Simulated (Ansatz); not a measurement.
ZnCu2SnS4:

```
Sn Zn Cu S
1.0
    -2.71710    2.71710    5.42480
     2.71710   -2.71710    5.42480
     2.71710    2.71710   -5.42480
Sn Zn Cu S
1 1 2 4
Direct
  0.50000 0.50000 0.00000
  0.25000 0.75000 0.50000
  0.75000 0.25000 0.50000
  0.00000 0.00000 0.00000
  0.62799 0.62839 0.51280
  0.88481 0.37201 0.00040
  0.11559 0.11519 0.48720
  0.37161 0.88441 0.99960
```

Base run:

* Program: Ansatz 0.2.0
* Functional: PBEsol
* Potentials or basis: Ansatz PAW
* Cutoff: 420 eV (not typed: the program's choice for these potentials)
* k mesh: 7 × 7 × 7
* Occupations: fermi-dirac, width 0.05 eV
* Spin: no spin polarisation
* Hubbard terms: Cu d U = 8 eV

Its results: band gap on the k mesh 1.00 eV, direct; pressure -0.6 GPa; largest force 0.209 eV/Å.

Q: After a change of settings the same cell gave: band gap on the k mesh 0.59 eV, direct; pressure -1.3 GPa; largest force 0.447 eV/Å. Which change was it?
A. hubbard terms from Cu d U = 8 eV to none; hubbard projectors from ortho-atomic (the default) to none
B. hubbard terms from Cu d U = 8 eV to Cu d U = 3 eV
C. hubbard terms from Cu d U = 8 eV to Cu d U = 6 eV

A: B.

Caveats: odd divisions of the mesh miss points on the zone boundary, where band edges often lie, so the gap on the mesh can be too wide; spin-orbit coupling is left out, which moves the levels of the heavy elements; the PAW data sets come from PBE, with cores solved anew for the run's functional, which leaves a small shift of forces and pressure; the density of states is complete only up to the lowest level of the last band computed.
